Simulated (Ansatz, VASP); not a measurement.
Ti in VASP and in Ansatz

```
CELL_PARAMETERS angstrom
2.08741 0.00000 0.00000
0.00000 2.08741 0.00000
0.00000 0.00000 2.08741
ATOMIC_POSITIONS crystal
Ti 0.00000 0.00000 0.00000
```

Change from the starting cell: volume scaled by 0.52, PAW files.

Alike in both runs: task single point; functional PBEsol; k mesh 14 × 14 × 14; occupations fermi-dirac, width 0.08 eV; no spin polarisation.

```csv
,VASP,Ansatz
version,VASP 6.6.1,Ansatz 0.2.0
potentials or method,"VASP PAW PBE potentials, release 64 (Ti_sv)","PAW with Ansatz's default frozen-core files, scalar-relativistic"
plane-wave cutoff (eV),520,420
valence electrons in the cell,12,12
```

|  | VASP | Ansatz | Ansatz less VASP |
| --- | --- | --- | --- |
| pressure (GPa) | 179.9 | 175.4 | -4.52 |

The functional is the same, so the differences come from potentials, cutoffs and numerics.

Caveats: the cell as given lies far from equilibrium; so large a pressure means that the cell lies far from this level's equilibrium, or that cutoff or potentials fall short (VASP); the potentials were made for another functional, which shifts forces and pressure (VASP).
